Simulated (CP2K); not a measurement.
# GaP (R-3m) in CP2K: a series of runs

The runs below take GaP through band structure, with LDA.

Everything below comes from runs of CP2K 2026.2. Logs are shortened: lines on timing, memory, paths and dates and some standing lists are left out, and cuts for length are marked.

### Step 1. Starting point

Symmetry: R-3m, No. 166, trigonal system. Conventional cell: a = 3.886 Å, b = 3.886 Å, c = 19.292 Å, α = 90.00°, β = 90.00°, γ = 120.00°. Ga (site symmetry 3m) has 3 P at 2.40 Å and 1 Ga at 2.49 Å as nearest neighbours. P (site symmetry 3m) is surrounded by 1 P at 2.21 Å and 3 Ga at 2.40 Å.

Measurements of this composition are mostly on another form, of space group No. 216.

### Step 2. Band structure, LDA

gap_bands.inp reads:

```
&GLOBAL
  PROJECT gap_bands
  RUN_TYPE ENERGY_FORCE
  PRINT_LEVEL LOW
&END GLOBAL
&FORCE_EVAL
  METHOD QS
  STRESS_TENSOR ANALYTICAL
  &DFT
    BASIS_SET_FILE_NAME BASIS_MOLOPT
    POTENTIAL_FILE_NAME GTH_POTENTIALS
    &MGRID
      CUTOFF 450
      REL_CUTOFF 60
      NGRIDS 4
    &END MGRID
    &QS
      METHOD GPW
      EPS_DEFAULT 1.0E-9
    &END QS
    &KPOINTS
      SCHEME MONKHORST-PACK 8 8 8
      GAMMA_CENTERED T
      SYMMETRY T
      SYMMETRY_BACKEND SPGLIB
    &END KPOINTS
    &SCF
      SCF_GUESS ATOMIC
      EPS_SCF 1.0E-6
      MAX_SCF 100
      ADDED_MOS 14
      CHOLESKY OFF
      EPS_EIGVAL 1.0E-7
      &DIAGONALIZATION ON
        ALGORITHM STANDARD
      &END DIAGONALIZATION
      &MIXING ON
        METHOD BROYDEN_MIXING
        ALPHA 0.4
        BETA 1.5
        NBUFFER 8
      &END MIXING
      &SMEAR ON
        METHOD FERMI_DIRAC
        ELECTRONIC_TEMPERATURE [K] 580.226
      &END SMEAR
    &END SCF
    &XC
      &XC_FUNCTIONAL
        &LDA_X
        &END LDA_X
        &LDA_C_PW
        &END LDA_C_PW
      &END XC_FUNCTIONAL
    &END XC
    &PRINT
      &KPOINTS ON
      &END KPOINTS
      &MULLIKEN ON
      &END MULLIKEN
      &MO ON
        ENERGIES T
        OCCUPATION_NUMBERS T
        &EACH
          QS_SCF 0
        &END EACH
        ADD_LAST NUMERIC
      &END MO
      &BAND_STRUCTURE
        FILE_NAME bands.bs
        ADDED_MOS 4
        &KPOINT_SET
          UNITS B_VECTOR
          NPOINTS 10
          SPECIAL_POINT GAMMA 0.00000000 0.00000000 0.00000000
          SPECIAL_POINT L 0.50000000 0.00000000 0.00000000
          SPECIAL_POINT B1 0.50000000 0.18695323 -0.18695323
        &END KPOINT_SET
        &KPOINT_SET
          UNITS B_VECTOR
          NPOINTS 10
          SPECIAL_POINT B 0.81304677 0.50000000 0.18695323
          SPECIAL_POINT Z 0.50000000 0.50000000 0.50000000
          SPECIAL_POINT GAMMA 0.00000000 0.00000000 0.00000000
          SPECIAL_POINT X 0.34347662 0.00000000 -0.34347662
        &END KPOINT_SET
        &KPOINT_SET
          UNITS B_VECTOR
          NPOINTS 10
          SPECIAL_POINT Q 0.65652338 0.34347662 0.00000000
          SPECIAL_POINT F 0.50000000 0.50000000 0.00000000
          SPECIAL_POINT P1 0.65652338 0.65652338 0.18695323
          SPECIAL_POINT Z 0.50000000 0.50000000 0.50000000
        &END KPOINT_SET
        &KPOINT_SET
          UNITS B_VECTOR
          NPOINTS 10
          SPECIAL_POINT L 0.50000000 0.00000000 0.00000000
          SPECIAL_POINT P 0.81304677 0.34347662 0.34347662
        &END KPOINT_SET
      &END BAND_STRUCTURE
    &END PRINT
  &END DFT
  &SUBSYS
    &CELL
      A 6.8109516596 0.0000000000 0.0000000000
      B 5.7023524033 3.7245455532 0.0000000000
      C 5.7023524033 1.6972872376 3.3153364249
      PERIODIC XYZ
    &END CELL
    &COORD
      SCALED
      Ga  0.5646280000 0.5646280000 0.5646280000
      Ga  0.4353720000 0.4353720000 0.4353720000
      P   0.9426110000 0.9426110000 0.9426110000
      P   0.0573890000 0.0573890000 0.0573890000
    &END COORD
    &KIND Ga
      BASIS_SET DZVP-MOLOPT-SR-GTH-q13
      POTENTIAL GTH-PBE-q13
    &END KIND
    &KIND P
      BASIS_SET DZVP-MOLOPT-SR-GTH-q5
      POTENTIAL GTH-PBE-q5
    &END KIND
    &PRINT
      &ATOMIC_COORDINATES ON
      &END ATOMIC_COORDINATES
      &CELL ON
      &END CELL
    &END PRINT
  &END SUBSYS
  &PRINT
    &FORCES ON
    &END FORCES
    &STRESS_TENSOR ON
    &END STRESS_TENSOR
  &END PRINT
&END FORCE_EVAL
```

Potentials or basis: GTH_POTENTIALS Ga GTH-PBE-q13, P GTH-PBE-q5; DZVP-MOLOPT-SR-GTH basis.

Started as:

```sh
OMP_NUM_THREADS=1 cp2k.psmp -i gap_bands.inp -o gap_bands.out
```

gap_bands.out:

```text

 CP2K| version string:                                       CP2K version 2026.2
 CP2K| Input file name                                             gap_bands.inp

 GLOBAL| Force Environment number                                              1
 GLOBAL| Basis set file name                                        BASIS_MOLOPT
 GLOBAL| Potential file name                                      GTH_POTENTIALS
 GLOBAL| MM Potential file name                                     MM_POTENTIAL
 GLOBAL| Coordinate file name                                      __STD_INPUT__
 GLOBAL| Method name                                                        CP2K
 GLOBAL| Project name                                                  gap_bands
 GLOBAL| Run type                                                   ENERGY_FORCE
 GLOBAL| FFT library                                                       FFTW3
[... 6 lines left out ...]
 GLOBAL| Total number of message passing processes                             1
 GLOBAL| Number of threads for this process                                    1
 GLOBAL| CPU model name           Intel(R) Xeon(R) Platinum 8259CL CPU @ 2.50GHz

 CELL| Volume [angstrom^3]:                                            84.102459
 CELL| Vector a [angstrom]:       6.811     0.000     0.000   |a| =     6.810952
 CELL| Vector b [angstrom]:       5.702     3.725     0.000   |b| =     6.810952
 CELL| Vector c [angstrom]:       5.702     1.697     3.315   |c| =     6.810952
 CELL| Angle (b,c), alpha [degree]:                                    33.150942
 CELL| Angle (a,c), beta  [degree]:                                    33.150942
 CELL| Angle (a,b), gamma [degree]:                                    33.150942
 CELL| Numerically orthorhombic:                                              NO
 CELL| Periodicity                                                           XYZ

 CELL_REF| Volume [angstrom^3]:                                        84.102459
 CELL_REF| Vector a [angstrom     6.811     0.000     0.000   |a| =     6.810952
 CELL_REF| Vector b [angstrom     5.702     3.725     0.000   |b| =     6.810952
 CELL_REF| Vector c [angstrom     5.702     1.697     3.315   |c| =     6.810952
 CELL_REF| Angle (b,c), alpha [degree]:                                33.150942
 CELL_REF| Angle (a,c), beta  [degree]:                                33.150942
 CELL_REF| Angle (a,b), gamma [degree]:                                33.150942
 CELL_REF| Numerically orthorhombic:                                          NO
 CELL_REF| Periodicity                                                       XYZ
[... 10 lines left out ...]

  Total number of            - Atomic kinds:                                   2
                             - Atoms:                                          4
                             - Shell sets:                                     4
                             - Shells:                                        24
                             - Primitive Cartesian functions:                 20
                             - Cartesian basis functions:                     88
                             - Spherical basis functions:                     76

  Maximum angular momentum of- Orbital basis functions:                        3
                             - Local part of the GTH pseudopotential:          0
                             - Non-local part of the GTH pseudopotential:      4

 MODULE QUICKSTEP: ATOMIC COORDINATES IN ANGSTROM

   Atom Kind Element         X             Y             Z       Z(eff)     Mass
      1    1 Ga   31     10.285070      3.061319      1.871932  13.0000  69.7230
      2    1 Ga   31      7.930587      2.360514      1.443405  13.0000  69.7230
      3    2 P    15     17.170278      5.110679      3.125073   5.0000  30.9738
      4    2 P    15      1.045378      0.311154      0.190264   5.0000  30.9738

 SCF PARAMETERS         Density guess:                                    ATOMIC
                        --------------------------------------------------------
                        max_scf:                                             100
[... 7 lines left out ...]
                        --------------------------------------------------------
                        level_shift [a.u.]:                             0.000000
                        added MOs                                        14    0
                        --------------------------------------------------------
                        Mixing method:                            BROYDEN_MIXING
                                                charge density mixing in g-space
                        --------------------------------------------------------
                        Smear method:                                FERMI_DIRAC
                        Electronic temperature [K]:                        580.2
[... 69 lines left out ...]

 SCF WAVEFUNCTION OPTIMIZATION

  Step     Update method      Time    Convergence         Total energy    Change
  ------------------------------------------------------------------------------
     1 NoMix/Diag. 0.40E+00    7.9     1.16002871      -162.1072141445 -1.62E+02
     2 Broy./Diag. 0.40E+00    8.8     0.02420224      -162.2411203432 -1.34E-01
     3 Broy./Diag. 0.40E+00    8.6     0.04022061      -161.8867677894  3.54E-01
     4 Broy./Diag. 0.40E+00    8.4     0.00976132      -161.7745862160  1.12E-01
     5 Broy./Diag. 0.40E+00    8.5     0.00321582      -161.8419344927 -6.73E-02
     6 Broy./Diag. 0.40E+00    8.4     0.00688485      -161.8694109335 -2.75E-02
     7 Broy./Diag. 0.40E+00    8.5     0.00063622      -161.8785621111 -9.15E-03
     8 Broy./Diag. 0.40E+00    8.5     0.00082513      -161.8840158028 -5.45E-03
     9 Broy./Diag. 0.40E+00    8.5     0.00005682      -161.8872508618 -3.24E-03
    10 Broy./Diag. 0.40E+00    9.1     0.00006574      -161.8879040352 -6.53E-04
    11 Broy./Diag. 0.40E+00    8.8     0.00004075      -161.8878169111  8.71E-05
    12 Broy./Diag. 0.40E+00    8.5     0.00000893      -161.8877067412  1.10E-04
    13 Broy./Diag. 0.40E+00    9.1     0.00000408      -161.8876532944  5.34E-05
    14 Broy./Diag. 0.40E+00    9.8     0.00000043      -161.8876575709 -4.28E-06

  *** SCF run converged in    14 steps ***

  Electronic density on regular grids:        -35.9999992660        0.0000007340
  Core density on regular grids:               35.9999999671       -0.0000000329
  Total charge density on r-space grids:        0.0000007011
  Total charge density g-space grids:           0.0000007011

  Overlap energy of the core charge distribution:               0.00000000068921
  Self energy of the core charge distribution:               -227.38955593201456
  Core Hamiltonian energy:                                     65.21856899724058
  Hartree energy:                                              23.45753451157452
  Exchange-correlation energy:                                -23.17420469225303
  Electronic entropic energy:                                  -0.00000045612559
  Fermi energy:                                                 0.17908515716070

  Total energy:                                              -161.88765757089291
  Total energy (extrapolated to T->0):                       -161.88765734283012

 MO| EIGENVALUES AND OCCUPATION NUMBERS FOR K POINT 1
 MO|
 MO|  Index      Eigenvalue [a.u.]        Eigenvalue [eV]             Occupation
 MO|      1              -0.371637             -10.112763               2.000000
 MO|      2              -0.366838              -9.982177               2.000000
 MO|      3              -0.366838              -9.982177               2.000000
 MO|      4              -0.366394              -9.970098               2.000000
 MO|      5              -0.366394              -9.970098               2.000000
 MO|      6              -0.364311              -9.913408               2.000000
[... 518 lines left out ...]
 MO|     31               0.638349              17.370356               0.000000
 MO|     32               0.660049              17.960857               0.000000
 MO| Sum:                                                              36.000000
 MO| E(Fermi):            0.179085 a.u.          4.873155 eV

 [... the levels of further k-points ...]

 !-----------------------------------------------------------------------------!
                     Mulliken Population Analysis

 #  Atom  Element  Kind  Atomic population                           Net charge
       1     Ga       1         12.893953                              0.106047
       2     Ga       1         12.893956                              0.106044
       3     P        2          5.106044                             -0.106044
       4     P        2          5.106047                             -0.106047
 # Total charge                             36.000000                  0.000000

 !-----------------------------------------------------------------------------!

 KPOINTS| Band Structure Calculation
 KPOINTS| Number of k-point sets                                               4
 KPOINTS| Number of added MOs/bands                                            4
 KPOINTS| Number of k-points in set    1                                      21
 KPOINTS| In units of b-vector [2pi/Bohr]
 KPOINTS| Special point     1       GAMMA     0.000000     0.000000     0.000000
 KPOINTS| Special point     2           L     0.500000     0.000000     0.000000
 KPOINTS| Special point     3          B1     0.500000     0.186953    -0.186953
 KPOINTS| Number of k-points in set    2                                      31
 KPOINTS| In units of b-vector [2pi/Bohr]
 KPOINTS| Special point     1           B     0.813047     0.500000     0.186953
 KPOINTS| Special point     2           Z     0.500000     0.500000     0.500000
 KPOINTS| Special point     3       GAMMA     0.000000     0.000000     0.000000
 KPOINTS| Special point     4           X     0.343477     0.000000    -0.343477
 KPOINTS| Number of k-points in set    3                                      31
 KPOINTS| In units of b-vector [2pi/Bohr]
 KPOINTS| Special point     1           Q     0.656523     0.343477     0.000000
 KPOINTS| Special point     2           F     0.500000     0.500000     0.000000
 KPOINTS| Special point     3          P1     0.656523     0.656523     0.186953
 KPOINTS| Special point     4           Z     0.500000     0.500000     0.500000
 KPOINTS| Number of k-points in set    4                                      11
 KPOINTS| In units of b-vector [2pi/Bohr]
 KPOINTS| Special point     1           L     0.500000     0.000000     0.000000
 KPOINTS| Special point     2           P     0.813047     0.343477     0.343477

 ENERGY| Total FORCE_EVAL ( QS ) energy [hartree]           -161.887662616161862

 FORCES| Atomic forces [hartree/bohr]
 FORCES|   Atom     x               y               z               |f|
 FORCES|      1 -1.80739591E-03 -5.37943142E-04 -3.28951485E-04   1.91422880E-03
 FORCES|      2  1.80723924E-03  5.37799566E-04  3.28858215E-04   1.91402449E-03
 FORCES|      3 -4.78430998E-03 -1.42391717E-03 -8.70732724E-04   5.06708374E-03
 FORCES|      4  4.78446666E-03  1.42406075E-03  8.70825995E-04   5.06728805E-03
 FORCES| Sum     1.74829595E-12  5.21714616E-13  3.74276998E-13
 FORCES| Total atomic force                                       1.86247366E-12

 STRESS| Analytical stress tensor [bar]
 STRESS|                        x                   y                   z
 STRESS|      x       -3.07788143268E+04   9.64482976053E+02   5.89961211589E+02
 STRESS|      y        9.64482976053E+02  -3.37315643433E+04   1.75721207952E+02
 STRESS|      z        5.89961211589E+02   1.75721207952E+02  -3.39117879253E+04
 STRESS| 1/3 Trace                                            -3.28073888651E+04
 STRESS| Determinant                                          -3.51633771269E+13

 STRESS| Eigenvectors and eigenvalues of the analytical stress tensor [bar]
 STRESS|                        1                   2                   3
 STRESS| Eigenvalues  -3.40192244930E+04  -3.40186684872E+04  -3.03842736151E+04
 STRESS|      x          -0.116172472684     -0.308316982543      0.944163436523
 STRESS|      y          -0.204250701082      0.937698704173      0.281074351905
 STRESS|      z           0.972000827005      0.160192941377      0.171908736936
```

Wall time 2.4 min (1 thread of Intel Xeon Platinum 8259CL at 2.50GHz (Skylake/Cascade Lake), shared host); peak memory 0.75 GiB.

Results:

```
Free energy             : -4405.1873 eV
Pressure                : -3.3 GPa
Largest force           : 0.261 eV/Å
Band gap on the k mesh  : 0.69 eV, indirect (least direct gap 0.90 eV)
Band gap along the path : 0.69 eV, indirect (least direct gap 0.89 eV)
Mulliken charges        : Ga +0.11; P -0.11 e
```

Forces in eV/Å, atoms in the order of the input:
```
Ga  -0.093 -0.028 -0.017
Ga   0.093  0.028  0.017
P   -0.246 -0.073 -0.045
P    0.246  0.073  0.045
```

Levels at the corners of the path, in eV from the valence-band top:
```
point  band 14  band 15  band 16  band 17  band 18  band 19  band 20  band 21  band 22  band 23
    Γ    -1.82    -1.82    -0.32     0.00     0.00     0.90     1.25     2.67     3.57     3.57
    L    -5.72    -4.58    -2.88    -2.80    -1.81     1.48     2.62     3.53     4.54     6.32
   B1    -6.42    -4.19    -4.18    -3.52    -1.21     1.69     2.26     4.93     5.17     5.55
    B    -6.42    -4.19    -4.18    -3.52    -1.21     1.69     2.26     4.93     5.17     5.55
    Z    -3.84    -1.72    -1.72    -0.28    -0.28     0.91     2.20     3.82     3.82     4.98
    Γ    -1.82    -1.82    -0.32     0.00     0.00     0.90     1.25     2.67     3.57     3.57
    X    -6.38    -4.42    -3.79    -3.78    -1.26     1.55     3.14     3.70     5.51     5.85
    Q    -6.38    -4.42    -3.79    -3.78    -1.26     1.55     3.14     3.70     5.51     5.85
    F    -6.90    -3.89    -3.16    -1.25    -0.56     0.69     1.31     1.34     4.04     4.11
   P1    -6.52    -4.05    -3.10    -1.38    -1.38     0.93     1.58     2.15     3.96     4.45
    Z    -3.84    -1.72    -1.72    -0.28    -0.28     0.91     2.20     3.82     3.82     4.98
    L    -5.72    -4.58    -2.88    -2.80    -1.81     1.48     2.62     3.53     4.54     6.32
    P    -6.52    -4.05    -3.10    -1.38    -1.38     0.93     1.58     2.15     3.96     4.45
```

Caveat: Mulliken charges move with the basis; the potentials were made for another functional, which shifts forces and pressure; the basis of atomic orbitals isn't converged, which shifts pressures, moduli and gaps. LDA gaps usually lie below the measured ones, often by a third to a half.

### Step 3. Band structure, LDA, spin-orbit coupling, no magnetisation

Edit gap_bands.inp of step 2 so:

```diff
@@ -10,3 +10,3 @@
     BASIS_SET_FILE_NAME BASIS_MOLOPT
-    POTENTIAL_FILE_NAME GTH_POTENTIALS
+    POTENTIAL_FILE_NAME GTH_SOC_POTENTIALS
     &MGRID
@@ -23,4 +23,2 @@
       GAMMA_CENTERED T
-      SYMMETRY T
-      SYMMETRY_BACKEND SPGLIB
     &END KPOINTS
@@ -68,37 +66,16 @@
       &END MO
-      &BAND_STRUCTURE
-        FILE_NAME bands.bs
-        ADDED_MOS 4
-        &KPOINT_SET
-          UNITS B_VECTOR
-          NPOINTS 10
-          SPECIAL_POINT GAMMA 0.00000000 0.00000000 0.00000000
-          SPECIAL_POINT L 0.50000000 0.00000000 0.00000000
-          SPECIAL_POINT B1 0.50000000 0.18695323 -0.18695323
-        &END KPOINT_SET
-        &KPOINT_SET
-          UNITS B_VECTOR
-          NPOINTS 10
-          SPECIAL_POINT B 0.81304677 0.50000000 0.18695323
-          SPECIAL_POINT Z 0.50000000 0.50000000 0.50000000
-          SPECIAL_POINT GAMMA 0.00000000 0.00000000 0.00000000
-          SPECIAL_POINT X 0.34347662 0.00000000 -0.34347662
-        &END KPOINT_SET
-        &KPOINT_SET
-          UNITS B_VECTOR
-          NPOINTS 10
-          SPECIAL_POINT Q 0.65652338 0.34347662 0.00000000
-          SPECIAL_POINT F 0.50000000 0.50000000 0.00000000
-          SPECIAL_POINT P1 0.65652338 0.65652338 0.18695323
-          SPECIAL_POINT Z 0.50000000 0.50000000 0.50000000
-        &END KPOINT_SET
-        &KPOINT_SET
-          UNITS B_VECTOR
-          NPOINTS 10
-          SPECIAL_POINT L 0.50000000 0.00000000 0.00000000
-          SPECIAL_POINT P 0.81304677 0.34347662 0.34347662
-        &END KPOINT_SET
-      &END BAND_STRUCTURE
     &END PRINT
   &END DFT
+  &PROPERTIES
+    &BANDSTRUCTURE ON
+      &BANDSTRUCTURE_PATH
+        NPOINTS 10
+        SPECIAL_POINT GAMMA 0.00000000 0.00000000 0.00000000
+        SPECIAL_POINT L 0.50000000 0.00000000 0.00000000
+        SPECIAL_POINT B1 0.50000000 0.18695323 -0.18695323
+      &END BANDSTRUCTURE_PATH
+      &SOC ON
+      &END SOC
+    &END BANDSTRUCTURE
+  &END PROPERTIES
   &SUBSYS
```

Potentials or basis: GTH_SOC_POTENTIALS Ga GTH-PBE-q13, P GTH-PBE-q5; DZVP-MOLOPT-SR-GTH basis.

Started as:

```sh
OMP_NUM_THREADS=1 cp2k.psmp -i gap_bands.inp -o gap_bands.out
```

Wall time 3.3 min (1 thread of Intel Xeon Platinum 8259CL at 2.50GHz (Skylake/Cascade Lake), shared host); peak memory 1.1 GiB.

The run converged. Its results:

* Free energy: -4405.1873 eV
* Pressure: -3.3 GPa
* Largest force: 0.261 eV/Å
* Band gap along the path: 0.71 eV, indirect (least direct gap 0.86 eV)
* Mulliken charges: Ga +0.11; P -0.11 e

Forces in eV/Å, atoms in the order of the input:
```
Ga  -0.093 -0.028 -0.017
Ga   0.093  0.028  0.017
P   -0.246 -0.073 -0.045
P    0.246  0.073  0.045
```

Stress tensor (GPa, compression positive):
```
-3.08  0.10  0.06
 0.10 -3.37  0.02
 0.06  0.02 -3.39
```

Caveat: Mulliken charges move with the basis; the potentials were made for another functional, which shifts forces and pressure; the basis of atomic orbitals isn't converged, which shifts pressures, moduli and gaps.
